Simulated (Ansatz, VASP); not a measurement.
Ni in VASP and in Ansatz

File INCAR:

```
ALGO = Normal
EDIFF = 1E-6
ENCUT = 520
GGA = PE
ISIF = 2
ISMEAR = 0
ISPIN = 2
LASPH = T
LCHARG = F
LMAXMIX = 4
LORBIT = 11
LREAL = F
LWAVE = F
MAGMOM = 1.5
NBANDS = 15
NELM = 150
PREC = Accurate
SIGMA = 0.05
```

KPOINTS

```
k-points
0
Gamma
  16 16 16
```

File POSCAR:

```
Ni
1.0
    2.4917520000      0.0000000000      0.0000000000
    1.2458760000      2.1579205319      0.0000000000
    1.2458760000      0.7193068440      2.0345069885
Ni
1
Direct
    0.0000000000      0.0000000000      0.0000000000
```

Input for Ansatz:

```yaml
crystal:
  lattice:
    - [2.491752, 0.0, 0.0]
    - [1.2458760000000002, 2.1579205319306825, 0.0]
    - [1.2458760000000002, 0.7193068439768943, 2.034506988519823]
  atoms:
    - { symbol: Ni, position: [0.0, 0.0, 0.0] }
kpoints:
  mp_grid:
    grid: [16, 16, 16]
hamiltonian:
  xc: pbe
magnetization:
  spin_polarized: true
  per_species:
    Ni: 1.5
scf:
  occupations:
    method: gaussian
    width: 0.05
```

Alike in both runs: task single point; functional PBE; k mesh 16 × 16 × 16; occupations gaussian, width 0.05 eV; collinear spin.

|  | VASP | Ansatz |
| --- | --- | --- |
| version | VASP 6.6.1 | Ansatz 0.2.0 |
| potentials or method | VASP PAW PBE potentials, release 64 (Ni) | plane waves, PAW |
| plane-wave cutoff (eV) | 520 | 420 |
| valence electrons in the cell | 10 | 18 |

|  | VASP | Ansatz | Ansatz less VASP |
| --- | --- | --- | --- |
| net moment per atom (μB) | 0.60 | 0.60 | +0.004 |
| size of the moment on the site where the two differ most (μB) | 0.61 | 0.64 | +0.030 |

Site moments also hang on the region over which each program counts them. The functional is the same, so the differences come from potentials, cutoffs and numerics. The two sets of potentials don't hold the same shells in valence.
